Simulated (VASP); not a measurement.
# Rb (Im-3m) in VASP: notebook

Aim: see how the results for Rb move with the level of theory and the settings. Levels: PBEsol, r2SCAN+rVV10. Tasks: single point, relaxation of cell and atoms.

Everything below comes from runs of VASP 6.6.1. Logs are shortened: lines on timing, memory, paths and dates and some standing lists are left out, and cuts for length are marked.

### 1 The crystal as given

Symmetry: Im-3m, No. 229, cubic system. Conventional cell: a = 5.605 Å, b = 5.605 Å, c = 5.605 Å, α = 90.00°, β = 90.00°, γ = 90.00°.

### 2 Single point, PBEsol

The input, INCAR:

```
  PREC = Accurate
  ENCUT = 520
  EDIFF = 1E-7
  ISMEAR = 0
  SIGMA = 0.1
  LREAL = False
  LASPH = True
  NELM = 100
  ALGO = Fast
  ISIF = 2
  LWAVE = False
  LCHARG = False
  GGA = PS
```

The input, KPOINTS:

```
regular mesh
0
Gamma
  7 7 7
```

The input, POSCAR:

```
Rb
1.0
   -2.8025000000      2.8025000000      2.8025000000
    2.8025000000     -2.8025000000      2.8025000000
    2.8025000000      2.8025000000     -2.8025000000
Rb
1
Direct
    0.0000000000      0.0000000000      0.0000000000
```

Potentials or basis: VASP PAW PBE potentials, release 54 (Rb_sv).

The run is started by

```bash
$ cat potpaw_PBE.54/Rb_sv/POTCAR > POTCAR
$ mpirun -np 1 vasp_std > vasp.out
```

OUTCAR:

```text
PREC = Accurate
   ENCUT = 520
   EDIFF = 1E-7
   ISMEAR = 0
   LREAL = False
   LASPH = True
   NELM = 100
   ISIF = 2
   GGA = PS

 ion  position               nearest neighbor table
   1  0.000  0.000  0.000-

  LATTYP: Found a body centered cubic cell.
 ALAT       =     5.6050000000

  Lattice vectors:

 A1 = (  -2.8025000000,   2.8025000000,   2.8025000000)
 A2 = (   2.8025000000,  -2.8025000000,   2.8025000000)
 A3 = (   2.8025000000,   2.8025000000,  -2.8025000000)

Analysis of symmetry for initial positions (statically):
=====================================================================
 Subroutine PRICEL returns:
 Original cell was already a primitive cell.

 Routine SETGRP: Setting up the symmetry group for a
 body centered cubic supercell.

 Subroutine GETGRP returns: Found 48 space group operations
 (whereof 48 operations were pure point group operations)
 out of a pool of 48 trial point group operations.

The static configuration has the point symmetry O_h .

Analysis of symmetry for dynamics (positions and initial velocities):
=====================================================================
 Subroutine PRICEL returns:
 Original cell was already a primitive cell.

 Routine SETGRP: Setting up the symmetry group for a
 body centered cubic supercell.

 Subroutine GETGRP returns: Found 48 space group operations
 (whereof 48 operations were pure point group operations)
 out of a pool of 48 trial point group operations.

The dynamic configuration has the point symmetry O_h .

 Subroutine INISYM returns: Found 48 space group operations
 (whereof 48 operations are pure point group operations),
 and found     1 'primitive' translations

----------------------------------------------------------------------------------------

                                     Primitive cell

  volume of cell :      88.0434

  direct lattice vectors                    reciprocal lattice vectors
    -2.802500000  2.802500000  2.802500000     0.000000000  0.178412132  0.178412132
     2.802500000 -2.802500000  2.802500000     0.178412132  0.000000000  0.178412132
     2.802500000  2.802500000 -2.802500000     0.178412132  0.178412132  0.000000000

  length of vectors
     4.854072388  4.854072388  4.854072388     0.252312857  0.252312857  0.252312857

  position of ions in fractional coordinates (direct lattice)
     0.000000000  0.000000000  0.000000000

  ion indices of the primitive-cell ions
   primitive index   ion index
[... 71 lines left out ...]
   NSW    =      0    number of steps for IOM
   IBRION =     -1    ionic relax: 0-MD 1-quasi-New 2-CG
   NFREE  =      0    steps in history (QN), initial steepest desc. (CG)
   ISIF   =      2    stress and relaxation
   ISYM   =      2    0-nonsym 1-usesym 2-fastsym
   POTIM  = 0.5000    time-step for ionic-motion
   TEBEG  =    0.0;   TEEND  =   0.0 temperature during run
   PSTRESS=    0.0 pullay stress
   NELECT =       9.0000    total number of electrons
   NUPDOWN=      -1.0000    fix difference up-down
   EMIN   =  10.00;   EMAX   =-10.00  energy-range for DOS
   EFERMI =   0.00;   METHOD = LEGACY
   ISMEAR =     0;   SIGMA  =   0.10  broadening in eV -4-tet -1-fermi 0-gaus
   EFERMI_NEDOS =   21; number of points for ismear=-14 and -15
   IALGO  =     68    algorithm
   IMIX   =      4    mixing-type and parameters
     AMIX     =   0.40;   BMIX     =  1.00
     AMIX_MAG =   1.60;   BMIX_MAG =  1.00
  volume/ion in A,a.u.               =      88.04       594.15
  Fermi-wavevector in a.u.,A,eV,Ry     =   0.765462  1.446513  7.972081  0.585931
  Thomas-Fermi vector in A             =   1.865587
   LORBIT       =      0    0 simple, 1 ext, 2 COOP (PROOUT), +10 PAW based schemes
   GGA     = PS    functional components
   LHFCALC =     F    Hartree Fock is set to
   AEXX    =    0.0000 exact exchange contribution
   IVDW    =     0    specifies the selected vdW correction
   LEPSILON=     F    determine dielectric tensor
   LRPA    =     F    only Hartree local field effects (RPA)
 non-spin polarized calculation
 RMM-DIIS sequential band-by-band and
 Gauss-broadening in eV      SIGMA  =   0.10
  energy-cutoff  :      520.00
  volume of cell :       88.04
 maximum number of plane-waves:      2398
   NGX = 19   NGY = 19   NGZ = 19

 number of electron       9.0000000 magnetization

 Free energy of the ion-electron system (eV)
  ---------------------------------------------------
  ext. energy  EPLUGINS =         0.00000000
  ---------------------------------------------------
  free energy    TOTEN  =        -1.02878990 eV

  energy without entropy =       -1.02373933  energy(sigma->0) =       -1.02626462

 E-fermi :   0.0091     XC(G=0):  -5.6036

 val. band max:       -0.0376990217   @ k =  -0.2857   0.4286   0.1429
 cond. band min:       0.1184038469   @ k =  -0.4286   0.4286   0.1429
 fundamental gap:      0.1561028686
 Fermi energy:         0.0090969282

 k-point     1 :       0.0000    0.0000    0.0000
  band No.  band energies     occupation
      1     -28.8199      2.00000
      2     -12.8633      2.00000
      3     -12.8633      2.00000
      4     -12.8633      2.00000
      5      -2.0002      2.00000
      6       3.7304      0.00000
      7       3.7304      0.00000
      8       3.7304      0.00000
[... 199 lines left out ...]
 k-point    20 :      -0.4286    0.4286    0.4286
  band No.  band energies     occupation
      1     -28.8115      2.00000
      2     -12.9401      2.00000
      3     -12.9366      2.00000
      4     -12.9366      2.00000
      5       1.1010      0.00000
      6       1.3527      0.00000
      7       3.1642      0.00000
      8       3.2776      0.00000

------------------------ aborting loop because EDIFF is reached ----------------------------------------

  FORCE on cell =-STRESS in cart. coord.  units (eV):
  Direction    XX          YY          ZZ          XY          YZ          ZX
  --------------------------------------------------------------------------------------
  -------------------------------------------------------------------------------------
  Total       -0.0347239     -0.0347239     -0.0347239     -0.0000000      0.0000000     -0.0000000
  in kB       -0.6318905     -0.6318905     -0.6318905     -0.0000000      0.0000000     -0.0000000
  external PRESSURE =      -0.6318905 kB  Pullay stress =       0.0000000 kB

 VOLUME and BASIS-vectors are now :
 -----------------------------------------------------------------------------
  energy-cutoff  :      520.00
  volume of cell :       88.04
      direct lattice vectors                 reciprocal lattice vectors
    -2.802500000  2.802500000  2.802500000     0.000000000  0.178412132  0.178412132
     2.802500000 -2.802500000  2.802500000     0.178412132  0.000000000  0.178412132
     2.802500000  2.802500000 -2.802500000     0.178412132  0.178412132  0.000000000

 POSITION                                       TOTAL-FORCE (eV/Angst)
 -----------------------------------------------------------------------------------
      0.00000      0.00000      0.00000         0.000000     -0.000000      0.000000
 -----------------------------------------------------------------------------------
    total drift:                               -0.000000      0.000000      0.000000

  FREE ENERGIE OF THE ION-ELECTRON SYSTEM (eV)
  ---------------------------------------------------
  free  energy   TOTEN  =        -1.0287899047 eV

  energy  without entropy=       -1.0237393324  energy(sigma->0) =       -1.02626462
```

stdout:

```text
POSCAR found type information on POSCAR Rb
 POSCAR found :  1 types and       1 ions
 scaLAPACK will be used
 -----------------------------------------------------------------------------
|                                                                             |
|                                                                             |
|     You enforced a specific xc type in the INCAR file but a different       |
|     I HOPE YOU KNOW WHAT YOU ARE DOING!                                     |
|                                                                             |
 -----------------------------------------------------------------------------

 LDA part: xc-table for (Slater+PW92), standard interpolation
 POSCAR, INCAR and KPOINTS ok, starting setup
 FFT: planning ... GRIDC
 FFT: planning ... GRID_SOFT
 FFT: planning ... GRID
 WAVECAR not read
 entering main loop
```

It took 12 s on 1 thread of Intel Xeon Platinum 8488C (Sapphire Rapids), shared host; peak memory 0.19 GiB.

What came out:

```
Free energy            : -1.0288 eV
Pressure               : -0.1 GPa
Band gap on the k mesh : none (metal or under the smearing width)
```

Levels at points of the mesh, in eV from the Fermi level:
| k point | band 2 | band 3 | band 4 | band 5 | band 6 | band 7 | band 8 |
| --- | --- | --- | --- | --- | --- | --- | --- |
| (0.00, 0.00, 0.00) | -12.87 | -12.87 | -12.87 | -2.01 | 3.72 | 3.72 | 3.72 |

Caveat: the PAW data sets were made with another functional, which shifts forces and pressure a little.

### 3 Single point, PBEsol

The input, run.py:

```python
from ase.calculators.vasp import Vasp
from ase.dft.bandgap import bandgap
from ase.io import read

atoms = read('Rb.xyz')
calc = Vasp(
    directory='calc',
    xc='pbesol',
    pp='PBE',
    setups='recommended',
    pp_version='54',
    prec='Accurate',
    encut=520,
    ediff=1e-07,
    ismear=0,
    sigma=0.1,
    lreal=False,
    lasph=True,
    nelm=80,
    algo='Normal',
    isif=2,
    lwave=False,
    lcharg=False,
    kpts=[7, 7, 7],
    gamma=True,
)
atoms.calc = calc

print('energy (eV):', atoms.get_potential_energy())
print('free energy (eV):', atoms.get_potential_energy(force_consistent=True))
print('forces (eV/A):')
print(atoms.get_forces())
print('stress (eV/A^3, Voigt):', atoms.get_stress())
print('Fermi level (eV):', calc.get_fermi_level())
gap, top, bottom = bandgap(calc)
print('band gap (eV):', gap, 'from (spin, k, band)', top, 'to', bottom)
```

The input, Rb.xyz:

```xyz
1
Lattice="-2.8025000000 2.8025000000 2.8025000000 2.8025000000 -2.8025000000 2.8025000000 2.8025000000 2.8025000000 -2.8025000000" Properties=species:S:1:pos:R:3 pbc="T T T"
Rb     0.0000000000      0.0000000000      0.0000000000
```

Potentials or basis: VASP PAW PBE potentials, release 54 (Rb_sv).

The run is started by

```bash
$ python run.py
```

What it wrote:

```text
energy (eV): -1.02626469
free energy (eV): -1.02878998
forces (eV/A):
[[-0.  0. -0.]]
stress (eV/A^3, Voigt): [ 0.00039653  0.00039653  0.00039653  0.          0.         -0.        ]
Fermi level (eV): 0.00907711
band gap (eV): 0.0 from (spin, k, band) (None, None, None) to (None, None, None)
```

OUTCAR:

```text
ENCUT = 520.000000
   EDIFF = 1.00e-07
   GGA = PS
   PREC = Accurate
   ISIF = 2
   ISMEAR = 0
   NELM = 80
[... 430 lines left out ...]
 -----------------------------------------------------------------------------------
      0.00000      0.00000      0.00000        -0.000000      0.000000     -0.000000
 -----------------------------------------------------------------------------------
    total drift:                               -0.000000      0.000000      0.000000

  FREE ENERGIE OF THE ION-ELECTRON SYSTEM (eV)
  ---------------------------------------------------
  free  energy   TOTEN  =        -1.0287899822 eV

  energy  without entropy=       -1.0237394070  energy(sigma->0) =       -1.02626469
```

INCAR:

```text
ENCUT = 520.000000
SIGMA = 0.100000
EDIFF = 1.00e-07
ALGO = Normal
GGA = PS
PREC = Accurate
ISIF = 2
ISMEAR = 0
NELM = 80
LASPH = .TRUE.
LCHARG = .FALSE.
LWAVE = .FALSE.
LREAL = .FALSE.
```

It took 13 s on 1 thread of Intel Xeon Platinum 8488C (Sapphire Rapids), shared host; peak memory 0.2 GiB.

Results:

| Item | Value |
| --- | --- |
| Free energy | -1.0288 eV |
| Pressure | -0.1 GPa |
| Band gap on the k mesh | none (metal or under the smearing width) |

Levels at points of the mesh, in eV from the Fermi level:
| k point | band 1 | band 2 | band 3 | band 4 | band 5 | band 6 | band 7 | band 8 |
| --- | --- | --- | --- | --- | --- | --- | --- | --- |
| (0.00, 0.00, 0.00) | -28.83 | -12.87 | -12.87 | -12.87 | -2.01 | 3.72 | 3.72 | 3.72 |

Caveat: the PAW data sets were made with another functional, which shifts forces and pressure a little.

### 4 Relaxation of cell and atoms, r2SCAN+rVV10 (volume scaled by 0.88)

The input, INCAR:

```
SYSTEM = Rb
PREC = Accurate
ENCUT = 600
EDIFF = 1E-6
ISMEAR = 1
SIGMA = 0.1
LREAL = .FALSE.
LASPH = .TRUE.
NELM = 60
ALGO = Normal
ISIF = 3
LWAVE = .FALSE.
LCHARG = .FALSE.
METAGGA = R2SCAN
LMIXTAU = .TRUE.
LUSE_VDW = .TRUE.
IVDW_NL = 2
BPARAM = 11.95
CPARAM = 0.0093
IBRION = 2
NSW = 40
EDIFFG = -0.005
```

The input, KPOINTS:

```
regular mesh
0
G
  7 7 7
  0 0 0
```

The input, POSCAR:

```
Rb
1.0
   -2.6855908299      2.6855908299      2.6855908299
    2.6855908299     -2.6855908299      2.6855908299
    2.6855908299      2.6855908299     -2.6855908299
Rb
1
Direct
    0.0000000000      0.0000000000      0.0000000000
```

Potentials or basis: VASP PAW PBE potentials, release 64 (Rb_sv).

The run is started by

```bash
$ cat potpaw_PBE.64/Rb_sv/POTCAR > POTCAR
$ mpirun -np 1 vasp_std > vasp.out
```

Run time: 10 min. Hardware: 1 thread of Intel Xeon Platinum 8488C (Sapphire Rapids), shared host; peak memory 0.49 GiB.

It converged, with:

```
Free energy                            : -13.6260 eV
Relaxed volume                         : 91.67 Å³/atom
Relaxed cell                           : a = 4.920 Å, b = 4.920 Å, c = 4.920 Å, α = 109.47°, β = 109.47°, γ = 109.47°
Space group after relaxing (to 0.05 Å) : Im-3m (No. 229)
Energy gained by relaxing              : 25.0 meV/atom
Ionic steps                            : 4
Pressure after relaxing                : 0.0 GPa
Band gap on the k mesh                 : none (metal or under the smearing width)
```

The path:
```csv
step,energy change (eV),largest force (eV/Å),pressure (GPa),volume (Å³)
1,0.0000,0.0000,0.64,77.48
2,-0.0117,0.0000,0.44,80.98
3,-0.0248,0.0000,0.05,90.35
4,-0.0250,0.0000,0.00,91.67
```

Final structure:
```
Rb
1.0
    -2.84046    2.84046    2.84046
     2.84046   -2.84046    2.84046
     2.84046    2.84046   -2.84046
Rb
1
Direct
  0.00000 0.00000 0.00000
```

Levels at points of the mesh, in eV from the Fermi level:
```
           k point  band 1  band 2  band 3  band 4  band 5  band 6  band 7  band 8
(0.00, 0.00, 0.00)  -30.01  -13.50  -13.50  -13.50   -2.06    4.14    4.14    4.14
```

Caveat: the PAW data sets were made with another functional, which shifts forces and pressure a little. Zero-point motion and thermal expansion aren't in these numbers.

### 5 For comparison

An earlier run on the cell as given: functional PBE; potentials or basis VASP PAW PBE potentials, release 64 (Rb_sv); cutoff 520 eV; k mesh 7 × 7 × 7; occupations fermi-dirac, width 0.05 eV; no spin polarisation.

- Pressure: 0.1 GPa
- Band gap on the k mesh: none (metal or under the smearing width)

### 6 Summary

```csv
task,level,potentials or basis,cell,cutoff (eV),smearing,gap on the mesh (eV),pressure (GPa)
single point,PBEsol,"VASP PAW PBE potentials, release 54 (Rb_sv)",as given,520,gaussian 0.1 eV,none,-0.1
relaxation of cell and atoms,r2SCAN+rVV10,"VASP PAW PBE potentials, release 64 (Rb_sv)",relaxed from: volume scaled by 0.88,600,methfessel-paxton 0.1 eV,none,0.0
single point,PBE,"VASP PAW PBE potentials, release 64 (Rb_sv)",as given,520,fermi-dirac 0.05 eV,none,0.1
```

Alike in all rows: no spin polarisation; k mesh 7 × 7 × 7.

Caveats: the PAW data sets were made with another functional, which shifts forces and pressure a little (some runs).

Absolute energies hang on the potentials; compare differences alone.
